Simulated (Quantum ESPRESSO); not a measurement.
## As in Quantum ESPRESSO: the effect of strain

As:

```
As
1.0
     2.59553    0.00000    0.00000
     0.00000    2.70368    0.00000
     0.00000    0.00000    2.70368
As
1
Direct
  0.50000 0.50000 0.50000
```

This isn't the form of As at room conditions, which is rhombohedral.

Alike in all runs:

```yaml
Program: Quantum ESPRESSO 7.5
Task: single point
Functional: PBEsol
Potentials_or_basis: GBRV 1.5 PBEsol
Cutoff: 612 eV
Density_cutoff: 4898 eV
k_mesh: 10 × 10 × 10
Occupations: fermi-dirac, width 0.05 eV
Spin: no spin polarisation
Kind_of_strain: uniaxial_x
Mixing_beta: 0.5
Most_SCF_iterations: 120
SCF_threshold: 2e-10 Ry
```

```tsv
strain	pressure (GPa)
-0.04	3.1
-0.02	?
-0.01	-0.2
0	-1.1
0.01	-2.0
0.02	-2.7
0.04	-4.0
```

**Question.** What does the run with strain -0.02 give?

**Answer.** Pressure 0.7 GPa.

Worked out: A parabola through the other rows of the pressure, of slope -105 GPa per unit of strain there, gives 0.8 GPa, against the run's 0.7.
